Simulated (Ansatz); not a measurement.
What a trial cell of CO2 relaxes into

These are results of DFT PBE, scalar-relativistic, plane waves, PAW (Ansatz), not measurements.

The start puts CO2 on the cubic Laves (C15) structure type (Fd-3m, No. 227), with C in place of Mg, O in place of Cu, at a guessed volume.

Input of the last, converged step (default PAW datasets):

```yaml
crystal:
  lattice:
    - [0.0, 2.971716114, 2.971716114]
    - [2.971716114, 0.0, 2.971716114]
    - [2.971716114, 2.971716114, 0.0]
  atoms:
    - { symbol: C, position: [0.0, 0.0, 0.0] }
    - { symbol: C, position: [0.25, 0.25, 0.25] }
    - { symbol: O, position: [0.625, 0.625, 0.625], spin: 0.29 }
    - { symbol: O, position: [0.125, 0.625, 0.625], spin: 0.29 }
    - { symbol: O, position: [0.625, 0.625, 0.125], spin: 0.29 }
    - { symbol: O, position: [0.625, 0.125, 0.625], spin: 0.29 }
basis:
  ecutwfc: 420
kpoints:
  mp_grid: { grid: [12, 12, 12] }
hamiltonian:
  xc: pbe
scf:
  occupations: { method: gaussian, width: 0.1 }
output:
  forces: true
  stress: true
  eigenvalues: true
  populations: true
magnetization:
  spin_polarized: true
relax:
  adjacent_minimum: "off"
  f_tol: 0.01
  max_steps: 80
  cell: { stress_tol: 0.05 }
```

Launched as:

```bash
ansatz run input.yaml --threads 1 --pin off --max-ram 2560MiB --backend cpu --events-out ev --progress --plain --runs-dir out
```

The run took 29 s on 1 thread of Intel(R) Xeon(R) 6975P-C (Granite Rapids), on a shared host, peak memory 0.47 GiB.

The program printed at the end:

```
SCF converged after 5 iterations
Magnetization: 0.0000 μB (16.0000 up, 16.0000 down)
Absolute magnetization: 0.0000 μB (∫|ρ↑−ρ↓|)
Spin contamination: 0.0000 ħ² per cell (⟨S²⟩ above its minimum at these occupations)
Per-site moments (μB) at R_I (Å): [(0.000004, 1.015165), (0.000004, 1.015165), (0.000004, 0.865736), (0.000004, 0.865736), (0.000004, 0.865736), (0.000004, 0.865736)]
Free energy (F): -2741.390373 eV
Harris-Foulkes:  -2741.390373 eV  (|F-HF|=8.64e-12)
Internal energy: -2741.363115 eV  (E = F + TS)
E sigma→0 (E₀):  -2741.376744 eV
Entropy (-TS):   -0.027257 eV (-4.543 meV/atom)
Fermi energy:    5.818118 eV
--- Per-component energies (eV) ---
  E_band       = -56.765144
  E_kinetic    = 810.543223
  E_local      = -1314.158229  (includes V_loc(G=0)·N_el)
  E_nonlocal   = 253.486733
  E_hartree    = 402.204181
  E_xc         = -374.297599
  E_vxc        = -473.058456  (∫ρ·V_xc dr)
  E_paw        = -815.724976  (= ΣΔE_a)
  E_vpaw       = -137.995508  (= ΣTr[D̂ρ^β])
  E_aug_tail   = 0.008600  (compensation charges beyond the density's cutoff)
  E_ewald      = -1703.425050
  E_smearing   = -0.027257  (= −TS)
  E_closure    = 0.000000  (closes the sum)
  Σ components = -2741.390373   (vs F -2741.390373, Δ=0.00e0)
--- Forces (eV/Å), atoms counted from 1 ---
  atom   1  C      0.00000000     0.00000000     0.00000000
  atom   2  C      0.00000000     0.00000000     0.00000000
  atom   3  O      0.00000000     0.00000000     0.00000000
  atom   4  O      0.00000000     0.00000000     0.00000000
  atom   5  O      0.00000000     0.00000000     0.00000000
  atom   6  O      0.00000000     0.00000000     0.00000000
  max |Σ_I F_I| component: 3.70e-17 eV/Å
--- Stress (GPa, compression-positive) ---
       -0.038451       0.000000       0.000000
        0.000000      -0.038451       0.000000
        0.000000       0.000000      -0.038451
  P = ⅓ Tr σ = -0.0385 GPa (-0.385 kbar)
  k-point 0 ↑: bands = ["-15.3699", "-10.5702", "-10.5702", "-10.5702", "-3.9265", "-2.5871", "-0.4166", "-0.1998", "-0.1998", "-0.1998", "1.9103", "1.9103", "4.4740", "4.4740", "4.4740", "6.2682", "6.2682", "6.2682", "6.7968", "6.7968", "6.7968", "9.0497", "9.0497"]
  k-point 1 ↑: bands = ["-15.3229", "-10.6811", "-10.5767", "-10.5767", "-3.9993", "-2.4740", "-0.5369", "-0.1498", "-0.1498", "-0.0201", "1.8235", "1.8235", "4.6401", "4.6401", "4.6857", "6.1780", "6.1780", "6.2687", "6.6662", "6.7861", "6.7861", "8.9007", "9.0210"]
  k-point 2 ↑: bands = ["-15.1854", "-10.9860", "-10.5944", "-10.5944", "-4.1657", "-2.1788", "-0.8512", "-0.0286", "-0.0286", "0.5184", "1.6745", "1.6745", "5.0348", "5.0348", "5.1688", "5.8926", "5.8926", "6.2729", "6.3547", "6.7990", "6.7990", "8.4809", "8.9386"]
  k-point 71 ↓: bands = ["-13.3383", "-13.3383", "-10.8858", "-10.8858", "-3.9299", "-3.9299", "0.4247", "0.4247", "2.6669", "2.6669", "2.9221", "2.9221", "3.0811", "3.0811", "5.0338", "5.0338", "6.3857", "6.3857", "6.3909", "6.3909", "7.5042", "7.5042", "8.2026"]
--- Relaxed structure (3 steps of the walk, 3 accepted, 1 SCFs on fresh bases) ---
  F+E_penalty+E_count = -2741.39037265 eV   max|allowed force component| = 1.049e-16 eV/Å   (the final SCF, on the basis selected at the relaxed cell)
  cell:  # Å, volume = 52.2949 Å³
    - [0.000000, 2.968085, 2.968085]
    - [2.968085, 0.000000, 2.968085]
    - [2.968085, 2.968085, 0.000000]
  atoms:
    - { symbol: C, position: [0.000000, 0.000000, 0.000000] }
    - { symbol: C, position: [0.25, 0.25, 0.25] }
    - { symbol: O, position: [0.625, 0.625, 0.625] }
    - { symbol: O, position: [0.125, 0.625, 0.625] }
    - { symbol: O, position: [0.625, 0.625, 0.125] }
    - { symbol: O, position: [0.625, 0.125, 0.625] }
--- Löwdin populations: 6 sites ---
  site symbol q [e]    m [muB]
     0      C      3.7643     0.0000
     1      C      3.7643     0.0000
     2      O      6.0992     0.0000
     3      O      6.0992     0.0000
     4      O      6.0992     0.0000
     5      O      6.0992     0.0000
  spilling = 0.002330 (of n_electrons = 32.000000)
```

Total energies depend on the potentials used, so only differences within one code and one set of settings carry meaning.

The result has space group Fd-3m (No. 227). C has 12 O at 2.46 Å and 4 C at 2.57 Å; O has 6 O at 2.10 Å and 6 C at 2.46 Å.

Against the elements it lies at 3.40 eV/atom. Formation energies are uncorrected and refer to the elements' standard structures at the same level (O₂ as a molecule).

The k mesh leaves about 4 meV/atom of noise in metals.

A structure relaxed within its symmetry needn't be a true minimum.